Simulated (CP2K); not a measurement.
Runs of CP2K 2026.2 on MgO. It takes space group Fm-3m (No. 225, cubic). Conventional cell: a = 4.194 Å, b = 4.194 Å, c = 4.194 Å, α = 90.00°, β = 90.00°, γ = 90.00°. Mg (site symmetry m-3m) is surrounded by 6 O at 2.10 Å. Around O (site symmetry m-3m) lie 6 Mg at 2.10 Å. The cell is a database's computed one.

```csv
task,level,potentials or basis,smearing,EPS_DEFAULT,NGRIDS,cutoff of the non-local correlation (Ry),cutoff radius of the dispersion sum (A),points a segment of the path (NPOINTS),gap on the mesh (eV),pressure (GPa)
single point,PBE+rVV10,"POTENTIAL_UZH Mg GTH-PBE-q10, O GTH-PBE-q6; TZVP-MOLOPT-PBE-GTH basis",fermi-dirac 0.05 eV,1.0E-9,4,300,-,-,4.77,9.5
single point,PBE,"POTENTIAL_UZH Mg GTH-PBE-q10, O GTH-PBE-q6; TZVP-MOLOPT-PBE-GTH basis",gaussian 0.1 eV,1.0E-10,4,-,-,-,4.82,10.9
single point,PBE+D3(BJ)+ATM,"POTENTIAL_UZH Mg GTH-PBE-q10, O GTH-PBE-q6; TZVP-MOLOPT-PBE-GTH basis",fermi-dirac 0.05 eV,1.0E-9,4,-,20,-,4.82,(b)
band structure,r2SCAN,"POTENTIAL_UZH Mg GTH-SCAN-q10, O GTH-SCAN-q6; TZVP-MOLOPT-SCAN-GTH basis",fermi-dirac 0.1 eV,1.0E-9,4,-,-,6,5.75,4.7
band structure,TB-mBJ,"POTENTIAL_UZH Mg GTH-PBE-q10, O GTH-PBE-q6; TZVP-MOLOPT-PBE-GTH basis",fermi-dirac 0.05 eV,1.0E-9,4,-,-,8,5.42,-
single point,PBE,"GTH_POTENTIALS Mg GTH-PADE-q10, O GTH-PADE-q6; DZVP-MOLOPT-SR-GTH basis",fermi-dirac 0.05 eV,1.0E-9,4,-,-,-,4.89,8.7
band structure,LDA,"GTH_POTENTIALS Mg GTH-PADE-q10, O GTH-PADE-q6; TZVP-MOLOPT-PBE-GTH basis",fermi-dirac 0.1 eV,1.0E-9,5,-,-,6,4.73,0.3
band structure,LDA,"POTENTIAL_UZH Mg GTH-PBE-q10, O GTH-PBE-q6; TZVP-MOLOPT-PBE-GTH basis",fermi-dirac 0.05 eV,1.0E-9,4,-,-,6,(a),1.8
band structure,LDA,"GTH_POTENTIALS Mg GTH-PADE-q10, O GTH-PADE-q6; TZVP-MOLOPT-PBE-GTH basis",fermi-dirac 0.05 eV,1.0E-10,5,-,-,6,4.73,0.3
band structure,PBE,"POTENTIAL_UZH Mg GTH-PBE-q10, O GTH-PBE-q6; TZVP-MOLOPT-PBE-GTH basis",fermi-dirac 0.05 eV,1.0E-9,4,-,-,6,4.82,10.9
band structure,PBEsol,"POTENTIAL_UZH Mg GTH-PBE-q10, O GTH-PBE-q6; TZVP-MOLOPT-PBE-GTH basis",fermi-dirac 0.05 eV,1.0E-9,4,-,-,6,4.68,7.0
```

Alike in all rows: no spin polarisation; cell as given; k mesh 11 × 11 × 11.

Question: Fill in the values left out.

Answer: (a) 4.56; (b) 6.2.

Caveats: the basis of atomic orbitals isn't converged, which shifts pressures, moduli and gaps; an odd mesh through Γ misses points on the zone boundary, where band edges often lie (some runs); the potentials were made for another functional, which shifts forces and pressure (some runs); the real-space grid breaks the cell's symmetry a little (some runs); this is a model potential without an energy functional, so only levels have meaning (some runs).

Not every run made on this cell is shown here.
